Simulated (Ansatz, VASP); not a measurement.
## One calculation of CaO, two programs

File INCAR:

```
PREC = Accurate ; ENCUT = 520
EDIFF = 1E-7 ; ISMEAR = 0
SIGMA = 0.01 ; LREAL = F
LASPH = T ; NELM = 60
ALGO = Normal ; ISIF = 2
LWAVE = F ; LCHARG = F
NBANDS = 15
```

Contents of KPOINTS:

```
Automatic mesh
0
Gamma
  8 8 8
```

The input POSCAR:

```
CaO
1.0
    0.0000000000      2.3539498109      2.3421800618
    2.3539498109      0.0000000000      2.3421800618
    2.3539498109      2.3539498109      0.0000000000
Ca O
1 1
Direct
    0.0000000000      0.0000000000      0.0000000000
    0.5000000000      0.5000000000      0.5000000000
```

Input for Ansatz:

```yaml
crystal:
  lattice:
    - [0.0, 2.35394981088, 2.34218006182]
    - [2.35394981088, 0.0, 2.34218006182]
    - [2.35394981088, 2.35394981088, 0.0]
  atoms:
    - { symbol: Ca, position: [0.0, 0.0, 0.0] }
    - { symbol: O, position: [0.5, 0.5, 0.5] }
kpoints:
  mp_grid: { grid: [8, 8, 8] }
scf:
  occupations: { method: fixed }
  convergence: { dr2_threshold: 1.0e-10 }
hamiltonian:
  xc: lda
  pseudopotentials: { kind: all_electron, lapw: { basis_error: 0.0005 } }
output:
  forces: true
  stress: true
  eigenstates:
    kpoints:
      - [0.0, 0.0, 0.0]
      - [0.0, -0.5, -0.5]
      - [-0.5, 0.0, -0.5]
      - [-0.5, -0.5, 0.0]
      - [-0.5, 0.0, 0.0]
      - [0.0, -0.5, 0.0]
      - [0.0, 0.0, -0.5]
      - [-0.5, -0.5, -0.5]
  eigenvalues: true
```

Change from the starting cell: z stretched by -0.5 %, x and y held.

Alike in both runs: task single point; functional LDA; k mesh 8 × 8 × 8; no spin polarisation.

|  | VASP | Ansatz |
| --- | --- | --- |
| version | VASP 6.6.1 | Ansatz 0.2.0 |
| potentials or method | VASP PAW LDA potentials, release 64 (Ca_sv, O) | all-electron LAPW, scalar-relativistic |
| plane-wave cutoff (eV) | 520 | see its input |
| occupations | gaussian, width 0.01 eV | fixed |

VASP gave:

| Item | Value |
| --- | --- |
| gap on the k mesh at the Fermi level (eV) | 3.39 |
| pressure (GPa) | 1.7 |
| largest component of the traceless stress (GPa) | 0.72 |

**Question.** What did Ansatz give for the same quantities?

**Answer.** gap on the k mesh at the Fermi level (eV): 3.42; pressure (GPa): 0.7; largest component of the traceless stress (GPa): 0.68.

Ansatz ran all-electron here, so the differences hold the error of VASP's frozen core and of both bases.

A k mesh can miss the band edges.
